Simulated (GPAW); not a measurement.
Crystal: Ba.

```
CELL_PARAMETERS angstrom
-2.50650 2.50650 2.50650
2.50650 -2.50650 2.50650
2.50650 2.50650 -2.50650
ATOMIC_POSITIONS crystal
Ba 0.00000 0.00000 0.00000
```

* Program: GPAW 26.7.0
* Task: relaxation of cell and atoms
* Functional: revPBE
* Potentials or basis: the program's PAW data sets (release 1.2.1) made for this functional
* Cutoff: 600 eV
* Basis: pw
* k mesh: 7 × 7 × 7
* Occupations: fermi-dirac, width 0.05 eV
* Spin: no spin polarisation

At the start: pressure 0.7 GPa; volume 62.99 Å³/atom.

**Question.** Where does the relaxation end?

**Answer.** Over 3 steps the energy falls by 10.4 meV/atom and the volume is 67.77 Å³/atom (+7.6 %); space group Im-3m (No. 229, to 0.05 Å).

The path:
| step | energy change (eV) | largest force (eV/Å) | pressure (GPa) | volume (Å³) |
| --- | --- | --- | --- | --- |
| 1 | 0.0000 | 0.0000 | 0.66 | 62.99 |
| 2 | -0.0028 | 0.0000 | 0.55 | 63.69 |
| 3 | -0.0104 | 0.0000 | 0.01 | 67.77 |

Final structure:
```cif
data_structure
_symmetry_space_group_name_H-M 'P 1'
_symmetry_Int_Tables_number 1
_cell_length_a 4.4486
_cell_length_b 4.4486
_cell_length_c 4.4486
_cell_angle_alpha 109.471
_cell_angle_beta 109.471
_cell_angle_gamma 109.471
_cell_volume 67.77
loop_
_atom_site_label
_atom_site_type_symbol
_atom_site_fract_x
_atom_site_fract_y
_atom_site_fract_z
_atom_site_occupancy
Ba1 Ba 0.00000 0.00000 0.00000 1
```

Caveat: later steps reuse the first step's grids.
